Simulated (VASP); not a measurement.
# C (P6_3/mmc) in VASP: notebook

One crystal, C, is run at these levels: PBE+D3(BJ); tasks: relaxation of cell and atoms.

Everything below comes from runs of VASP 6.6.1. Logs are shortened: lines on timing, memory, paths and dates and some standing lists are left out, and cuts for length are marked.

**1. Starting point**

Symmetry: P6_3/mmc, No. 194, hexagonal system. Conventional cell: a = 2.456 Å, b = 2.456 Å, c = 6.696 Å, α = 90.00°, β = 90.00°, γ = 120.00°. C (site symmetry -6m2) is surrounded by 3 C at 1.42 Å. C (site symmetry -6m2) has 3 C at 1.42 Å as nearest neighbours.

**2. Relaxation of cell and atoms, PBE+D3(BJ)**

The input, INCAR:

```
SYSTEM = C
PREC     = Accurate       ! precision mode
ENCUT    = 520            ! plane-wave cutoff, eV
EDIFF    = 1E-7           ! SCF threshold, eV
ISMEAR   = 0              ! smearing method
SIGMA    = 0.02           ! smearing width, eV
LREAL    = .FALSE.        ! projectors in reciprocal space
LASPH    = .TRUE.         ! aspherical terms in the spheres
NELM     = 60             ! most SCF steps
ALGO     = Normal         ! electronic algorithm
ISIF     = 3              ! what is computed and relaxed
LWAVE    = .FALSE.        ! write WAVECAR
LCHARG   = .FALSE.        ! write CHGCAR
GGA      = PE             ! functional
IVDW     = 12             ! dispersion correction
IBRION   = 2              ! ionic algorithm
NSW      = 80             ! ionic steps
EDIFFG   = -0.002         ! ionic threshold
```

The input, KPOINTS:

```
regular mesh
0
G
  6 6 2
  0 0 0
```

The input, POSCAR:

```
C
1.0
    2.4560000000      0.0000000000      0.0000000000
   -1.2280000000      2.1269583900      0.0000000000
    0.0000000000      0.0000000000      6.6960000000
C
4
Direct
    0.0000000000      0.0000000000      0.7500000000
    0.0000000000      0.0000000000      0.2500000000
    0.3333333300      0.6666666700      0.7500000000
    0.6666666700      0.3333333300      0.2500000000
```

Potentials or basis: VASP PAW PBE potentials, release 64 (C).

Command:

```console
$ cat potpaw_PBE.64/C/POTCAR > POTCAR
$ mpirun -np 1 vasp_std > vasp.out
```

OUTCAR:

```text
SYSTEM = C
   PREC = Accurate
   ENCUT = 520
   EDIFF = 1E-7
   ISMEAR = 0
   LREAL = .FALSE.
   LASPH = .TRUE.
   NELM = 60
   ISIF = 3
   GGA = PE
   IVDW = 12
   IBRION = 2
   NSW = 80
   EDIFFG = -0.002
 IVDW          = 12

 ion  position               nearest neighbor table
   1  0.000  0.000  0.750-   3 1.42   3 1.42   3 1.42
   2  0.000  0.000  0.250-   4 1.42   4 1.42   4 1.42
   3  0.333  0.667  0.750-   1 1.42   1 1.42   1 1.42
   4  0.667  0.333  0.250-   2 1.42   2 1.42   2 1.42

  LATTYP: Found a hexagonal cell.
 ALAT       =     2.4560000000
 C/A-ratio  =     2.7263843648

  Lattice vectors:

 A1 = (   2.4560000000,   0.0000000000,   0.0000000000)
 A2 = (  -1.2280000000,   2.1269583900,   0.0000000000)
 A3 = (   0.0000000000,   0.0000000000,   6.6960000000)

Analysis of symmetry for initial positions (statically):
=====================================================================
 Subroutine PRICEL returns:
 Original cell was already a primitive cell.

 Routine SETGRP: Setting up the symmetry group for a
 hexagonal supercell.

 Subroutine GETGRP returns: Found 24 space group operations
 (whereof 12 operations were pure point group operations)
 out of a pool of 24 trial point group operations.

The static configuration has the point symmetry D_3d.
 The point group associated with its full space group is D_6h.

Analysis of symmetry for dynamics (positions and initial velocities):
=====================================================================
 Subroutine PRICEL returns:
 Original cell was already a primitive cell.

 Routine SETGRP: Setting up the symmetry group for a
 hexagonal supercell.

 Subroutine GETGRP returns: Found 24 space group operations
 (whereof 12 operations were pure point group operations)
 out of a pool of 24 trial point group operations.

The dynamic configuration has the point symmetry D_3d.
 The point group associated with its full space group is D_6h.

 Subroutine INISYM returns: Found 24 space group operations
 (whereof 12 operations are pure point group operations),
 and found     1 'primitive' translations

----------------------------------------------------------------------------------------

                                     Primitive cell

  volume of cell :      34.9786

  direct lattice vectors                    reciprocal lattice vectors
     2.456000000  0.000000000  0.000000000     0.407166124  0.235077471  0.000000000
    -1.228000000  2.126958390  0.000000000     0.000000000  0.470154943  0.000000000
     0.000000000  0.000000000  6.696000000     0.000000000  0.000000000  0.149342891

  length of vectors
     2.456000000  2.455999999  6.696000000     0.470154942  0.470154943  0.149342891

  position of ions in fractional coordinates (direct lattice)
     0.000000000  0.000000000  0.750000000
     0.000000000  0.000000000  0.250000000
     0.333333330  0.666666670  0.750000000
     0.666666670  0.333333330  0.250000000

  ion indices of the primitive-cell ions
   primitive index   ion index
                 1           1
                 2           2
                 3           3
                 4           4

----------------------------------------------------------------------------------------

 KPOINTS: regular mesh

Automatic generation of k-mesh.
 Grid dimensions read from file:
 generate k-points for:    6    6    2

 Generating k-lattice:

  Cartesian coordinates                     Fractional coordinates (reciprocal lattice)
     0.067861021  0.039179579  0.000000000     0.166666667  0.000000000  0.000000000
     0.000000000  0.078359157  0.000000000     0.000000000  0.166666667  0.000000000
     0.000000000  0.000000000  0.074671446     0.000000000  0.000000000  0.500000000

  Length of vectors
     0.078359157  0.078359157  0.074671446

  Shift w.r.t. Gamma in fractional coordinates (k-lattice)
     0.000000000  0.000000000  0.000000000

 Subroutine IBZKPT returns following result:
 ===========================================

 Found     14 irreducible k-points:

 Following reciprocal coordinates:
            Coordinates               Weight
  0.000000  0.000000  0.000000      1.000000
  0.166667 -0.000000  0.000000      6.000000
  0.333333 -0.000000  0.000000      6.000000
  0.500000  0.000000  0.000000      3.000000
  0.166667  0.166667  0.000000      6.000000
  0.333333  0.166667  0.000000     12.000000
  0.333333  0.333333  0.000000      2.000000
  0.000000  0.000000  0.500000      1.000000
  0.166667 -0.000000  0.500000      6.000000
  0.333333 -0.000000  0.500000      6.000000
  0.500000  0.000000  0.500000      3.000000
  0.166667  0.166667  0.500000      6.000000
  0.333333  0.166667  0.500000     12.000000
  0.333333  0.333333  0.500000      2.000000
   k-points           NKPTS =     14   k-points in BZ     NKDIM =     14   number of bands    NBANDS=     12
   number of dos      NEDOS =    301   number of ions     NIONS =      4
   total plane-waves  NPLWV =  16200
   dimension x,y,z NGX =    18 NGY =   18 NGZ =   50
   dimension x,y,z NGXF=    36 NGYF=   36 NGZF=  100
   ions per type =               4
   NGX,Y,Z   is equivalent  to a cutoff of  12.18, 12.18, 12.41 a.u.
   NGXF,Y,Z  is equivalent  to a cutoff of  24.37, 24.37, 24.83 a.u.
 SYSTEM =  C
   PREC   = accura    normal or accurate (medium, high low for compatibility)
   ISTART =      0    job   : 0-new  1-cont  2-samecut
   ICHARG =      2    charge: 1-file 2-atom 10-const
   ISPIN  =      1    spin polarized calculation?
   LNONCOLLINEAR =      F non collinear calculations
   LSORBIT =      F    spin-orbit coupling
   LASPH  =      T    aspherical Exc in radial PAW
   ENCUT  =  520.0 eV  38.22 Ry    6.18 a.u.   4.57  4.57 12.45*2*pi/ulx,y,z
   NELM   =     60;   NELMIN=  2; NELMDL= -5     # of ELM steps
   EDIFF  = 0.1E-06   stopping-criterion for ELM
   LREAL  =      F    real-space projection
   EDIFFG = -.2E-02   stopping-criterion for IOM
   NSW    =     80    number of steps for IOM
   IBRION =      2    ionic relax: 0-MD 1-quasi-New 2-CG
   NFREE  =      1    steps in history (QN), initial steepest desc. (CG)
   ISIF   =      3    stress and relaxation
   ISYM   =      2    0-nonsym 1-usesym 2-fastsym
   POTIM  = 0.5000    time-step for ionic-motion
   TEBEG  =    0.0;   TEEND  =   0.0 temperature during run
   PSTRESS=    0.0 pullay stress
   NELECT =      16.0000    total number of electrons
   NUPDOWN=      -1.0000    fix difference up-down
   EMIN   =  10.00;   EMAX   =-10.00  energy-range for DOS
   EFERMI =   0.00;   METHOD = LEGACY
   ISMEAR =     0;   SIGMA  =   0.02  broadening in eV -4-tet -1-fermi 0-gaus
   EFERMI_NEDOS =   21; number of points for ismear=-14 and -15
   IALGO  =     38    algorithm
   IMIX   =      4    mixing-type and parameters
     AMIX     =   0.40;   BMIX     =  1.00
     AMIX_MAG =   1.60;   BMIX_MAG =  1.00
  volume/ion in A,a.u.               =       8.74        59.01
  Fermi-wavevector in a.u.,A,eV,Ry     =   1.261384  2.383670 21.648079  1.591089
  Thomas-Fermi vector in A             =   2.394846
   LORBIT       =      0    0 simple, 1 ext, 2 COOP (PROOUT), +10 PAW based schemes
   GGA     = PE    functional components
   LHFCALC =     F    Hartree Fock is set to
   AEXX    =    0.0000 exact exchange contribution
   IVDW    =    12    specifies the selected vdW correction
   LEPSILON=     F    determine dielectric tensor
   LRPA    =     F    only Hartree local field effects (RPA)
 conjugate gradient relaxation of ions
 non-spin polarized calculation
 Gauss-broadening in eV      SIGMA  =   0.02
  energy-cutoff  :      520.00
  volume of cell :       34.98
 maximum number of plane-waves:       979
   NGX =  9   NGY =  9   NGZ = 25

--------------------------------------- Ionic step        1  -------------------------------------------

 number of electron      15.9999994 magnetization

 Free energy of the ion-electron system (eV)
  ---------------------------------------------------
  ext. energy  EPLUGINS =         0.00000000
  ---------------------------------------------------
  free energy    TOTEN  =       -36.74941587 eV

  energy without entropy =      -36.74817653  energy(sigma->0) =      -36.74879620

------------------------ aborting loop because EDIFF is reached ----------------------------------------

 Edisp (eV)   -0.62732

 E8    (eV) :    -0.1778

  FORCE on cell =-STRESS in cart. coord.  units (eV):
  Direction    XX          YY          ZZ          XY          YZ          ZX
  --------------------------------------------------------------------------------------
  -------------------------------------------------------------------------------------
  Total       1.34988     1.34988    -0.06124     0.00000     0.00000     0.00000
  in kB      61.83073    61.83073    -2.80526     0.00000     0.00000     0.00000
  external pressure =       40.29 kB  Pullay stress =        0.00 kB

 VOLUME and BASIS-vectors are now :
 -----------------------------------------------------------------------------
  energy-cutoff  :      520.00
  volume of cell :       34.98
      direct lattice vectors                 reciprocal lattice vectors
     2.456000000  0.000000000  0.000000000     0.407166124  0.235077471  0.000000000
    -1.228000000  2.126958390  0.000000000     0.000000000  0.470154943  0.000000000
     0.000000000  0.000000000  6.696000000     0.000000000  0.000000000  0.149342891
[... 295 lines left out ...]
 POSITION                                       TOTAL-FORCE (eV/Angst)
 -----------------------------------------------------------------------------------
      0.00000      0.00000      4.98757         0.000000     -0.000000      0.000000
      0.00000     -0.00000      1.66252        -0.000000      0.000000      0.000000
     -0.00000      1.42447      4.98757        -0.000000     -0.000000     -0.000000
      1.23363      0.71224      1.66252         0.000000      0.000000      0.000000
 -----------------------------------------------------------------------------------
    total drift:                               -0.000000      0.000000     -0.000000

  FREE ENERGIE OF THE ION-ELECTRON SYSTEM (eV)
  ---------------------------------------------------
  free  energy   TOTEN  =       -37.3831210700 eV

  energy  without entropy=      -37.3819655519  energy(sigma->0) =      -37.38254331

--------------------------------------- Ionic step        9  -------------------------------------------

 number of electron      15.9999993 magnetization

 Free energy of the ion-electron system (eV)
  ---------------------------------------------------
  ext. energy  EPLUGINS =         0.00000000
  ---------------------------------------------------
  free energy    TOTEN  =       -36.75150684 eV

  energy without entropy =      -36.75034761  energy(sigma->0) =      -36.75092722

 E-fermi :   4.7287     XC(G=0): -10.3783

 val. band max:        4.7286917783   @ k =   0.3333   0.3333   0.5000
 cond. band min:       4.7473169683   @ k =   0.3333   0.3333   0.5000
 fundamental gap:      0.0186251900
 Fermi energy:         4.7287444724

 k-point     1 :       0.0000    0.0000    0.0000
  band No.  band energies     occupation
      1     -14.9032      2.00000
      2     -14.5821      2.00000
      3      -3.7962      2.00000
      4      -1.7401      2.00000
      5       1.7185      2.00000
      6       1.7185      2.00000
      7       1.7387      2.00000
      8       1.7387      2.00000
      9       9.1062      0.00000
     10      13.0392      0.00000
     11      13.0392      0.00000
     12      13.0952      0.00000

 k-point     2 :       0.1667   -0.0000    0.0000
  band No.  band energies     occupation
      1     -14.2427      2.00000
      2     -13.9342      2.00000
      3      -2.9969      2.00000
      4      -0.9976      2.00000
      5      -0.5954      2.00000
      6      -0.5255      2.00000
      7       0.5776      2.00000
      8       0.6217      2.00000
      9       9.9026      0.00000
     10      12.9851      0.00000
     11      13.1792      0.00000
     12      13.8794      0.00000
[... 204 lines left out ...]
 POSITION                                       TOTAL-FORCE (eV/Angst)
 -----------------------------------------------------------------------------------
      0.00000      0.00000      4.98946        -0.000000      0.000000      0.000000
      0.00000      0.00000      1.66315         0.000000     -0.000000      0.000000
     -0.00000      1.42448      4.98946         0.000000      0.000000      0.000000
      1.23363      0.71224      1.66315        -0.000000     -0.000000     -0.000000
 -----------------------------------------------------------------------------------
    total drift:                               -0.000000      0.000000     -0.000000

  FREE ENERGIE OF THE ION-ELECTRON SYSTEM (eV)
  ---------------------------------------------------
  free  energy   TOTEN  =       -37.3831231527 eV

  energy  without entropy=      -37.3819639232  energy(sigma->0) =      -37.38254354

 reached required accuracy - stopping structural energy minimisation
```

Run time: 46 s. Hardware: 1 thread of Intel Xeon Platinum 8175M at 2.50GHz (Skylake/Cascade Lake), shared host; peak memory 0.15 GiB.

Results:

```
Free energy                            : -37.3831 eV
Relaxed volume                         : 8.77 Å³/atom
Relaxed cell                           : a = 2.467 Å, b = 2.467 Å, c = 6.653 Å, α = 90.00°, β = 90.00°, γ = 120.00°
Space group after relaxing (to 0.05 Å) : P6_3/mmc (No. 194)
Energy gained by relaxing              : 1.6 meV/atom
Ionic steps                            : 9
Pressure after relaxing                : 0.0 GPa
Band gap on the k mesh                 : none (metal or under the smearing width)
Dispersion energy per atom             : -0.158 eV
```

The path:
```csv
step,energy change (eV),largest force (eV/Å),pressure (GPa),volume (Å³)
1,0.0000,0.0000,4.03,34.98
2,0.0313,0.0000,-9.54,36.10
3,-0.0062,0.0000,-0.13,35.30
4,-0.0062,0.0000,-0.05,35.29
5,-0.0062,0.0000,-0.04,35.27
6,-0.0063,0.0000,-0.03,35.22
7,-0.0064,0.0000,0.00,35.10
8,-0.0064,0.0000,0.04,35.06
9,-0.0064,0.0000,0.01,35.07
```

Final structure:
```xyz
4
Lattice="2.4673 0.0000 0.0000 -1.2336 2.1367 0.0000 0.0000 0.0000 6.6526" Properties=species:S:1:pos:R:3 pbc="T T T"
C     0.0000    0.0000    4.9895
C     0.0000    0.0000    1.6632
C     0.0000    1.4245    4.9895
C     1.2336    0.7122    1.6632
```

Caveat: the k mesh is coarse (spacing up to 0.49 Å⁻¹), so the values aren't converged.

(Continued in part 2 of 2.)
